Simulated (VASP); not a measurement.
# ZnSe (F-43m) in VASP: further runs, part 2 of 2

VASP 6.6.1. The steps go on from the part before.

**3. Born charges and dielectric tensor, LDA**

The input, INCAR:

```
SYSTEM = ZnSe
PREC = Accurate
ENCUT = 350
EDIFF = 1E-8
ISMEAR = 0
SIGMA = 0.02
LREAL = .FALSE.
LASPH = .TRUE.
NELM = 60
ALGO = Fast
ISIF = 2
LWAVE = .FALSE.
LCHARG = .FALSE.
GGA = CA
LEPSILON = .TRUE.
IBRION = 8
NSW = 1
```

The input, KPOINTS:

```
Automatic mesh
0
G
  6 6 6
  0 0 0
```

The input, POSCAR:

```
ZnSe                                    
1.0
   -0.0000000000      2.7858927627      2.7858927627
    2.7858927627      0.0000000000      2.7858927627
    2.7858927627      2.7858927627      0.0000000000
  Zn              Se            
     1     1
Direct
     0.0000000000000000    0.0000000000000000    0.0000000000000000
     0.2500000000000000    0.2500000000000000    0.2500000000000000
```

Potentials or basis: VASP PAW LDA potentials, release 64 (Zn, Se).

Run with:

```sh
$ cat potpaw_LDA.64/Zn/POTCAR potpaw_LDA.64/Se/POTCAR > POTCAR
$ mpirun -np 1 vasp_std > vasp.out
```

OUTCAR:

```text
SYSTEM = ZnSe
   PREC = Accurate
   ENCUT = 350
   EDIFF = 1E-8
   ISMEAR = 0
   LREAL = .FALSE.
   LASPH = .TRUE.
   NELM = 60
   ISIF = 2
   GGA = CA
   LEPSILON = .TRUE.
   IBRION = 8
   NSW = 1

 ion  position               nearest neighbor table
   1  0.000  0.000  0.000-   2 2.41   2 2.41   2 2.41   2 2.41
   2  0.250  0.250  0.250-   1 2.41   1 2.41   1 2.41   1 2.41

  LATTYP: Found a face centered cubic cell.
 ALAT       =     5.5717855254

  Lattice vectors:

 A1 = (   0.0000000000,   2.7858927627,   2.7858927627)
 A2 = (   2.7858927627,   0.0000000000,   2.7858927627)
 A3 = (   2.7858927627,   2.7858927627,   0.0000000000)

Analysis of symmetry for initial positions (statically):
=====================================================================
 Subroutine PRICEL returns:
 Original cell was already a primitive cell.

 Routine SETGRP: Setting up the symmetry group for a
 face centered cubic supercell.

 Subroutine GETGRP returns: Found 24 space group operations
 (whereof 24 operations were pure point group operations)
 out of a pool of 48 trial point group operations.

The static configuration has the point symmetry T_d .

Analysis of symmetry for dynamics (positions and initial velocities):
=====================================================================
 Subroutine PRICEL returns:
 Original cell was already a primitive cell.

 Routine SETGRP: Setting up the symmetry group for a
 face centered cubic supercell.

 Subroutine GETGRP returns: Found 24 space group operations
 (whereof 24 operations were pure point group operations)
 out of a pool of 48 trial point group operations.

The dynamic configuration has the point symmetry T_d .

 Subroutine INISYM returns: Found 24 space group operations
 (whereof 24 operations are pure point group operations),
 and found     1 'primitive' translations

----------------------------------------------------------------------------------------

                                     Primitive cell

  volume of cell :      43.2437

  direct lattice vectors                    reciprocal lattice vectors
     0.000000000  2.785892763  2.785892763    -0.179475681  0.179475681  0.179475681
     2.785892763  0.000000000  2.785892763     0.179475681 -0.179475681  0.179475681
     2.785892763  2.785892763  0.000000000     0.179475681  0.179475681 -0.179475681

  length of vectors
     3.939847328  3.939847328  3.939847328     0.310860998  0.310860998  0.310860998

  position of ions in fractional coordinates (direct lattice)
     0.000000000  0.000000000  0.000000000
     0.250000000  0.250000000  0.250000000

  ion indices of the primitive-cell ions
[... 435 lines left out ...]
     0.00005 -0.74060  0.00000
    -0.74060  0.00005  0.00000
     0.00000  0.00000 -0.00060

--------------------------------------- Ionic step        4  -------------------------------------------

------------------------ aborting loop because EDIFF is reached ----------------------------------------

[... ionic steps 5 to 6 ...]

--------------------------------------- Ionic step        7  -------------------------------------------

 Free energy of the ion-electron system (eV)
  ---------------------------------------------------
  ---------------------------------------------------
  free energy    TOTEN  =        -0.08223862 eV

  energy without entropy =       -0.08223862

------------------------ aborting loop because EDIFF is reached ----------------------------------------

 INTERNAL STRAIN TENSOR  FOR ION    2  DIRECTION 1   (eV/Angst):
 -----------------------------------------------------------------------------
     0.01351  0.00000  0.00000
     0.00000  0.00312 -6.18523
     0.00000 -6.18523  0.00312

 MACROSCOPIC STATIC DIELECTRIC TENSOR (including local field effects in DFT)
 ------------------------------------------------------
           9.480553    -0.000000    -0.000000
          -0.000000     9.480553    -0.000000
           0.000000     0.000000     9.480553
 ------------------------------------------------------

 PIEZOELECTRIC TENSOR (including local field effects)  for field in x, y, z        (e  Angst)
          XX          YY          ZZ          XY          YZ          ZX
  --------------------------------------------------------------------------------
  x     0.00000     0.00000     0.00000     0.00000    -2.02495     0.00000
  y     0.00000     0.00000     0.00000     0.00000     0.00000    -2.02495
  z     0.00000     0.00000     0.00000    -2.02495     0.00000     0.00000

 PIEZOELECTRIC TENSOR (including local field effects)  for field in x, y, z        (C/m^2)
          XX          YY          ZZ          XY          YZ          ZX
  --------------------------------------------------------------------------------
  x     0.00000     0.00000     0.00000     0.00000    -0.75024     0.00000
  y     0.00000     0.00000     0.00000     0.00000     0.00000    -0.75024
  z     0.00000     0.00000     0.00000    -0.75024     0.00000     0.00000

 BORN EFFECTIVE CHARGES (including local field effects) (in |e|, cummulative output)
 ---------------------------------------------------------------------------------
 ion    1
    1     2.12344    -0.00000     0.00000
    2    -0.00000     2.12344     0.00000
    3    -0.00000     0.00000     2.12344
 ion    2
    1    -2.12344     0.00000    -0.00000
    2     0.00000    -2.12344    -0.00000
    3     0.00000    -0.00000    -2.12344

 INTERNAL STRAIN TENSOR FOR ION    2 for displacements in x,y,z  (eV/Angst):
          X           Y           Z          XY          YZ          ZX
  --------------------------------------------------------------------------------
  x     0.00000     0.00000     0.00000     0.00000    -6.18523     0.00000
  y     0.00000     0.00000     0.00000     0.00000     0.00000    -6.18523
  z     0.00000     0.00000     0.00000    -6.18523     0.00000     0.00000

 SECOND DERIVATIVES (NOT SYMMETRIZED)
 ------------------------------------
               1X          1Y          1Z          2X          2Y          2Z
  1X    -6.466444    0.000000    0.000000    6.466444    0.000000    0.000000
  1Y     0.000000   -6.466444    0.000000    0.000000    6.466444    0.000000
  1Z     0.000000    0.000000   -6.466444    0.000000    0.000000    6.466444
  2X     6.294648    0.000000    0.000000   -6.294648    0.000000    0.000000
  2Y     0.000000    6.294648    0.000000    0.000000   -6.294648    0.000000
  2Z     0.000000    0.000000    6.294648    0.000000    0.000000   -6.294648

 Eigenvectors and eigenvalues of the dynamical matrix
 ----------------------------------------------------

   1 f  =    6.607135 THz    41.513854 2PiTHz  220.390304 cm-1    27.324903 meV
             X         Y         Z           dx          dy          dz
      0.000000  0.000000  0.000000    -0.052072   -0.710158   -0.215933
      1.392946  1.392946  1.392946     0.046754    0.637623    0.193878
[... 21 lines left out ...]
   6 f/i=    0.044219 THz     0.277838 2PiTHz    1.474997 cm-1     0.182876 meV
             X         Y         Z           dx          dy          dz
      0.000000  0.000000  0.000000     0.028140    0.654393   -0.131589
      1.392946  1.392946  1.392946     0.031341    0.728835   -0.146558

--------------------------------------------------------------------------------------------------------

 MACROSCOPIC STATIC DIELECTRIC TENSOR IONIC CONTRIBUTION
 ------------------------------------------------------
           2.956816     0.000000    -0.000000
           0.000000     2.956816    -0.000000
          -0.000000    -0.000000     2.956816
 ------------------------------------------------------

 ELASTIC MODULI CONTR FROM IONIC RELAXATION (kBar)
 Direction    XX          YY          ZZ          XY          YZ          ZX
 --------------------------------------------------------------------------------
 XX          -0.0000      0.0000      0.0000     -0.0000      0.0000      0.0000
 YY           0.0000     -0.0000     -0.0000     -0.0000     -0.0000     -0.0000
 ZZ           0.0000     -0.0000     -0.0000      0.0000     -0.0000     -0.0000
 XY          -0.0000     -0.0000      0.0000   -222.6080      0.0000      0.0000
 YZ           0.0000     -0.0000     -0.0000      0.0000   -222.6080     -0.0000
 ZX           0.0000     -0.0000     -0.0000      0.0000     -0.0000   -222.6080
 --------------------------------------------------------------------------------

 PIEZOELECTRIC TENSOR IONIC CONTR  for field in x, y, z        (C/m^2)
          XX          YY          ZZ          XY          YZ          ZX
  --------------------------------------------------------------------------------
  x    -0.00000     0.00000     0.00000    -0.00000     0.76340     0.00000
  y    -0.00000     0.00000     0.00000    -0.00000     0.00000     0.76340
  z     0.00000     0.00000    -0.00000     0.76340    -0.00000    -0.00000
```

OSZICAR:

```text
N       E                     dE             d eps       ncg     rms          rms(c)
DAV:   1     0.722358974352E+02    0.72236E+02   -0.72972E+03   416   0.122E+03
DAV:   2    -0.332456805840E+01   -0.75560E+02   -0.72052E+02   461   0.238E+02
[... 13 lines left out ...]
RMM:   6    -0.822413523955E-01    0.97127E-05   -0.69588E-08  2027   0.279E-03    0.172E-03
RMM:   7    -0.822363428145E-01    0.50096E-05   -0.34373E-07  2096   0.106E-03    0.330E-04
RMM:   8    -0.822386198742E-01   -0.22771E-05   -0.88210E-08  2129   0.401E-04    0.407E-05
RMM:   9    -0.822387772460E-01   -0.15737E-06   -0.42689E-08  2163   0.123E-04    0.167E-05
RMM:  10    -0.822386158486E-01    0.16140E-06   -0.22717E-08  2043   0.387E-05    0.334E-06
RMM:  11    -0.822386181275E-01   -0.22789E-08   -0.67092E-09  1910   0.161E-05    0.209E-06
 Linear response finished
```

It took 76 s on 1 thread of Intel Xeon Platinum 8259CL at 2.50GHz (Skylake/Cascade Lake), shared host; peak memory 0.16 GiB.

What came out:

```
Band gap on the k mesh                                  : 1.27 eV, direct
Electronic dielectric tensor (diagonal)                 : 9.48
Born charges (mean of the diagonal)                     : Zn +2.12; Se -2.12 e
Highest phonon frequency at Γ, LO-TO splitting left out : 220 cm⁻¹
```

Levels at points of the mesh, in eV from the valence-band top:
```tsv
k point	band 6	band 7	band 8	band 9	band 10	band 11	band 12	band 13
(0.00, 0.00, 0.00)	-6.46	0.00	0.00	0.00	1.27	5.68	5.68	5.68
(0.50, 0.00, 0.00)	-6.28	-5.63	-0.95	-0.95	2.46	6.27	6.27	8.48
(0.50, 0.50, 0.00)	-6.26	-5.06	-2.40	-2.40	2.69	3.31	10.90	11.44
```

Phonon frequencies in cm⁻¹ (negative: imaginary):
| q point | frequencies |
| --- | --- |
| (0.000, 0.000, 0.000) | -1 -1 -1 220 220 220 |

Electronic dielectric tensor:
```
9.48 0.00 0.00
0.00 9.48 0.00
0.00 0.00 9.48
```

Born effective charge tensors (e):
atom 1, Zn
```
2.12 0.00 0.00
0.00 2.12 0.00
0.00 0.00 2.12
```
atom 2, Se
```
-2.12  0.00  0.00
 0.00 -2.12  0.00
 0.00  0.00 -2.12
```

**4. Against experiment**

Step 2. A measured gap of ZnSe is 2.695 eV (an exciton energy, a little under the gap; 300 K; “Alloy Disordering Effects on the Thermal Conductivity and Energy Gap Temperature Dependence of Cd1−xZnxSe Ternary Crystals Grown by the Bridgman Method”, 2023, pmc:10253836); the calculated 1.27 eV misses it by -1.42 eV. So large a miss can be the level of theory's own, or it may mean another phase, state or a wrong row. Spin-orbit coupling on Se is left out. The value is that of LDA, without temperature or zero-point motion. Semilocal functionals fall short of measured gaps as a rule.

Step 3. Against the measured gap of ZnSe, 2.695 eV (an exciton energy, a little under the gap; 300 K; “Alloy Disordering Effects on the Thermal Conductivity and Energy Gap Temperature Dependence of Cd1−xZnxSe Ternary Crystals Grown by the Bridgman Method”, 2023, pmc:10253836), the calculated 1.27 eV is off by -1.42 eV. So large a miss can be the level of theory's own, or it may mean another phase, state or a wrong row. Spin-orbit coupling on Se is left out. The value is that of LDA, without temperature or zero-point motion. Semilocal functionals fall short of measured gaps as a rule. Against the measured high-frequency dielectric constant of ZnSe, 5.9 (a printed reference work, textbook), the calculated 9.48 is off by +60.7 %. So large a miss can be the level of theory's own, or it may mean another phase, state or a wrong row.
